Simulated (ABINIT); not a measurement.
**AlN: single point with r2SCAN**

**Measured values to compare with.**

“Self-assembly of well-separated AlN nanowires directly on sputtered metallic TiN films”, 2019, arxiv:1910.07391 quotes, for a bulk crystal of AlN at 10 K: band gap 6.034 eV (an exciton energy, a little under the gap).

Crystal: AlN.

```xyz
4
Lattice="3.1130 0.0000 0.0000 -1.5565 2.6959 0.0000 0.0000 0.0000 4.9810" Properties=species:S:1:pos:R:3 pbc="T T T"
Al    1.5565    0.8986    2.4905
Al    0.0000    1.7973    0.0000
N     1.5565    0.8986    4.3833
N     0.0000    1.7973    1.8928
```

```
Program             : ABINIT 10.8.3 (patched build)
Task                : single point
Functional          : r2SCAN
Potentials or basis : JTH PAW PBE v2.0
Cutoff              : 816 eV
k mesh              : 6 × 6 × 4
Occupations         : fermi-dirac, width 0.05 eV
Spin                : no spin polarisation
Fine-grid cutoff    : 1414.99 eV
```

- Pressure: 2.5 GPa
- Largest force: 0.150 eV/Å
- Band gap on the k mesh: 4.80 eV, direct
- Valence electrons inside the program's atomic spheres: Al 0.88; N 2.63

Forces on the atoms (eV/Å):
```
Al   0.000  0.000 -0.150
Al   0.000  0.000 -0.150
N    0.000  0.000  0.150
N    0.000  0.000  0.150
```

Stress tensor (GPa, compression positive):
```
1.89 0.00 0.00
0.00 1.89 0.00
0.00 0.00 3.74
```

Levels at points of the mesh, in eV from the valence-band top:
```tsv
k point	band 4	band 5	band 6	band 7	band 8	band 9	band 10	band 11	band 12
(0.00, 0.00, 0.00)	-0.88	-0.88	-0.19	-0.19	0.00	4.80	7.41	11.54	11.98
(0.50, 0.00, 0.00)	-4.23	-3.42	-2.15	-1.80	-0.69	6.45	6.50	8.96	11.24
(0.00, 0.00, 0.50)	-3.39	-0.54	-0.54	-0.54	-0.54	7.13	7.13	11.23	11.23
(0.50, 0.00, 0.50)	-5.69	-1.50	-1.50	-1.40	-1.40	5.95	5.95	10.12	10.12
```

Run time: 54 s on 1 thread of Arm Neoverse V1, with other jobs on the host, peak memory 0.15 GiB.

Against the measured gap of AlN, 6.034 eV (an exciton energy, a little under the gap; 10 K; quoted in “Self-assembly of well-separated AlN nanowires directly on sputtered metallic TiN films”, 2019, arxiv:1910.07391), the calculated 4.80 eV is off by -1.23 eV. 2 values of this kind are on record (6.034 to 6.0343 eV); this one was drawn at random. The value is that of r2SCAN, without temperature or zero-point motion.

Caveat: the PAW data sets were made with another functional, which shifts forces and pressure a little.
